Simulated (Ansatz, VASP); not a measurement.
## Two plane-wave programs on Li

```
Li
1.0
    -1.75465    1.75465    1.75465
     1.75465   -1.75465    1.75465
     1.75465    1.75465   -1.75465
Li
1
Direct
  0.00000 0.00000 0.00000
```

Alike in both runs: task relaxation of cell and atoms; functional PBE; dispersion D3(BJ); k mesh 16 × 16 × 16; occupations gaussian, width 0.1 eV; no spin polarisation.

```csv
,VASP,Ansatz
version,VASP 6.6.1,Ansatz 0.2.0
potentials or method,"VASP PAW PBE potentials, release 64 (Li_sv)","scalar-relativistic, plane waves, PAW"
plane-wave cutoff (eV),600,420
valence electrons in the cell,3,3
```

Ansatz gave:

| Property | Result |
| --- | --- |
| gap on the k mesh at the Fermi level, each at its own relaxed structure (eV) | none |
| relaxed volume (Å³/atom) | 18.39 |
| relaxed cell length with the largest relative difference (Å) | 2.880 |
| energy change over the relaxation (meV/atom) | -22 |

**Question.** Estimate VASP's values.

**Answer.** gap on the k mesh at the Fermi level, each at its own relaxed structure (eV): none; relaxed volume (Å³/atom): 18.09; relaxed cell length with the largest relative difference (Å): 2.864; energy change over the relaxation (meV/atom): -26.

A gap of «none» marks a metal or a gap that the smearing closes.

Caveats: the cutoff is under 1.25 times the usual one of these potentials, so pressure, stress and relaxed cells hold a basis-set (Pulay) error (VASP); the volume moved by over 15 % at a fixed basis, so the end points are rough; the volume moved by -16 % from the deposited cell, more than functionals usually miss; pairwise dispersion overbinds metals, which lowers pressure and volume.
